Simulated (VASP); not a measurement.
# A VASP 6.6.1 single-point calculation on SnTe

INCAR

```
GGA = PE
IBRION = -1
LASPH = .TRUE.
ISIF = 2
IVDW = 10
ENCUT = 520
LWAVE = .FALSE.
SIGMA = 0.005
NELM = 120
LCHARG = .FALSE.
PREC = Accurate
LREAL = .FALSE.
ISMEAR = -4
NBANDS = 17
NSW = 0
EDIFF = 1E-7
```

KPOINTS

```
KPOINTS created by Atomic Simulation Environment
0
Gamma
6 6 6
0 0 0
```

POSCAR

```
Sn Te
 1.0000000000000000
     0.0000000000000000    3.5302242490000002    3.6903268782000000
     3.5302242490000002    0.0000000000000000    3.6903268782000000
     3.5302242490000002    3.5302242490000002    0.0000000000000000
 Sn  Te
   1   1
Cartesian
  0.0000000000000000  0.0000000000000000  0.0000000000000000
  1.7651121244999999  1.7651121244999999  1.8451634391000000
```

The recommended PBE PAW datasets give the neutral cell 20 valence electrons.

Command

```
mpirun -np 1 vasp_std
```

OSZICAR

```
N       E                     dE             d eps       ncg     rms          rms(c)
DAV:   1     0.123870655852E+03    0.12387E+03   -0.92981E+03  1020   0.119E+03
DAV:   2     0.556497279239E+01   -0.11831E+03   -0.11593E+03  1086   0.297E+02
DAV:   3    -0.680632645211E+01   -0.12371E+02   -0.12305E+02  1274   0.925E+01
DAV:   4    -0.718569955184E+01   -0.37937E+00   -0.37917E+00  1189   0.167E+01
DAV:   5    -0.720126912022E+01   -0.15570E-01   -0.15569E-01  1510   0.330E+00    0.461E+00
DAV:   6    -0.706106215092E+01    0.14021E+00   -0.35484E-01  1324   0.275E+00    0.299E+00
DAV:   7    -0.705790141607E+01    0.31607E-02   -0.85588E-02  1107   0.110E+00    0.107E+00
DAV:   8    -0.705936533000E+01   -0.14639E-02   -0.10192E-02  1179   0.696E-01    0.242E-01
DAV:   9    -0.706006654091E+01   -0.70121E-03   -0.21696E-03  1082   0.301E-01    0.679E-02
DAV:  10    -0.706021997585E+01   -0.15343E-03   -0.34536E-04  1163   0.990E-02    0.428E-02
DAV:  11    -0.706037099635E+01   -0.15102E-03   -0.26444E-04  1036   0.707E-02    0.414E-02
DAV:  12    -0.706037215761E+01   -0.11613E-05   -0.70624E-06  1240   0.177E-02    0.205E-02
DAV:  13    -0.706037332429E+01   -0.11667E-05   -0.37296E-06  1048   0.833E-03    0.558E-03
DAV:  14    -0.706037343644E+01   -0.11216E-06   -0.53151E-07  1246   0.658E-03    0.356E-03
DAV:  15    -0.706037363694E+01   -0.20049E-06   -0.46106E-08   836   0.107E-03    0.213E-03
DAV:  16    -0.706037372266E+01   -0.85718E-07   -0.19336E-08   854   0.886E-04
   1 F= -.74501651E+01 E0= -.74501651E+01  d E =0.000000E+00
```

From OUTCAR

```
k-points           NKPTS =     30   k-points in BZ     NKDIM =     30   number of bands    NBANDS=     17

   NELECT =      20.0000    total number of electrons

   dimension x,y,z NGX =    40 NGY =   40 NGZ =   40
   dimension x,y,z NGXF=    80 NGYF=   80 NGZF=   80

  energy-cutoff  :      520.00
  volume of cell :       91.98
      direct lattice vectors                 reciprocal lattice vectors
     0.000000000  3.530224249  3.690326878    -0.141634062  0.141634062  0.135489353
     3.530224249  0.000000000  3.690326878     0.141634062 -0.141634062  0.135489353
     3.530224249  3.530224249  0.000000000     0.141634062  0.141634062 -0.135489353

 k-points in reciprocal lattice and weights: KPOINTS created by Atomic Simulation Env
   0.00000000  0.00000000  0.00000000       0.005
   0.16666667  0.00000000  0.00000000       0.037
   0.33333333 -0.00000000  0.00000000       0.037
   0.50000000  0.00000000  0.00000000       0.019
   0.16666667  0.16666667  0.00000000       0.009
   0.33333333  0.16666667  0.00000000       0.037
   0.50000000  0.16666667  0.00000000       0.037
  -0.33333333  0.16666667  0.00000000       0.037
   ...

 E-fermi :   3.3653

 k-point     1 :       0.0000    0.0000    0.0000
  band No.  band energies     occupation
      1     -18.4289      2.00000
      2     -18.4246      2.00000
      3     -18.4246      2.00000
      4     -18.4185      2.00000
      5     -18.4135      2.00000
      6      -8.2588      2.00000
      7      -1.7408      2.00000
      8       1.2778      2.00000
      9       1.4612      2.00000
     10       1.4612      2.00000
     11       4.3393      0.00000
     12       4.3393      0.00000
     13       4.4687      0.00000
     14       7.5085      0.00000
     15       9.5545      0.00000
     16      10.0812      0.00000
     17      10.6358      0.00000

 k-point     2 :       0.1667    0.0000    0.0000
  band No.  band energies     occupation
      1     -18.4286      2.00000
      2     -18.4247      2.00000
      3     -18.4242      2.00000
      4     -18.4185      2.00000
      5     -18.4134      2.00000
      6      -8.1385      2.00000
      7      -2.3068      2.00000
      8       1.1551      2.00000
      9       1.3048      2.00000
     10       1.5290      2.00000
     11       4.5594      0.00000
     12       4.6219      0.00000
     13       4.7895      0.00000
     14       8.2962      0.00000
     15       9.1438      0.00000
     16       9.4716      0.00000
     17      10.5573      0.00000

 k-point     3 :       0.3333   -0.0000    0.0000
  band No.  band energies     occupation
      1     -18.4284      2.00000
      2     -18.4249      2.00000
      3     -18.4235      2.00000
      4     -18.4184      2.00000
      5     -18.4133      2.00000
      6      -7.8582      2.00000
      7      -3.2425      2.00000
      8       0.8774      2.00000
      9       1.0538      2.00000
     10       1.4173      2.00000
     11       5.0501      0.00000
     12       5.0631      0.00000
     13       5.8631      0.00000
     14       8.8751      0.00000
     15       9.4610      0.00000
     16       9.4977      0.00000
     17      10.8074      0.00000

 ...

  Total      -0.23244    -0.23244    -0.20697     0.00000     0.00000     0.00000
  in kB      -4.04872    -4.04872    -3.60503     0.00000     0.00000     0.00000
  external pressure =       -3.90 kB  Pullay stress =        0.00 kB

 POSITION                                       TOTAL-FORCE (eV/Angst)
 -----------------------------------------------------------------------------------
      0.00000      0.00000      0.00000         0.000000      0.000000      0.000000
      1.76511      1.76511      1.84516        -0.000000     -0.000000     -0.000000
 -----------------------------------------------------------------------------------
    total drift:                               -0.000000     -0.000000     -0.000000

  FREE ENERGIE OF THE ION-ELECTRON SYSTEM (eV)
  ---------------------------------------------------
  free  energy   TOTEN  =        -7.4501651419 eV

  energy  without entropy=       -7.4501651419  energy(sigma->0) =       -7.45016514
```

It converged. Results: gap between bands v and c on the k mesh 0.07 eV; least direct gap on the k mesh 0.73 eV; pressure -0.4 GPa. Band v is the last that the valence electrons fill when counted band by band, and c is the next.

For comparison, a separate PBE run of the intended cell, on usual settings and not on those above, gives a gap of 0.07 eV on its mesh and a pressure of 0.5 GPa.

The run above took about 54 s on one core of a shared host (Intel Xeon Platinum 8488C) and held 0.24 GiB at most.
